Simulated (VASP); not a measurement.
BAs, 2 atoms in the cell. The cell holds a sheet with vacuum, 2 atoms: a = 3.381 Å, b = 3.381 Å, c = 16.000 Å, α = 90.00°, β = 90.00°, γ = 120.00°. The cell was built by a generator and needn't be a form met in nature.

| Item | Value |
| --- | --- |
| Program | VASP 6.6.1 |
| Task | work function |
| Functional | PBE |
| Potentials or basis | VASP PAW PBE potentials, release 64 (B, As) |
| Cutoff | 520 eV |
| k mesh | 12 × 12 × 1 |
| Occupations | gaussian, width 0.03 eV |
| Spin | non-collinear spin, zero start, spin-orbit coupling |
| Starting moments | [[0.0, 0.0, 0.0], [0.0, 0.0, 0.0]] μB |
| Dipole correction | yes |
| Further INCAR settings | ALGO = Normal; EDIFF = 1e-06 |

Potentials or basis: VASP PAW PBE potentials, release 64 (B, As).

The run is started by

```console
$ cat potpaw_PBE.64/B/POTCAR potpaw_PBE.64/As/POTCAR > POTCAR
$ mpirun -np 4 vasp_ncl > vasp.out
```

Hardware: 4 MPI ranks on Intel(R) Xeon(R) Platinum 8259CL CPU @ 2.50GHz (Skylake/Cascade Lake), with other jobs on the host.

Question: Estimate the wall time of this run.

Answer: Run time: 2.7 min on 4 MPI ranks on Intel(R) Xeon(R) Platinum 8259CL CPU @ 2.50GHz (Skylake/Cascade Lake), with other jobs on the host, peak memory 0.79 GiB a rank. Counts: scf iterations 21, k points 31.
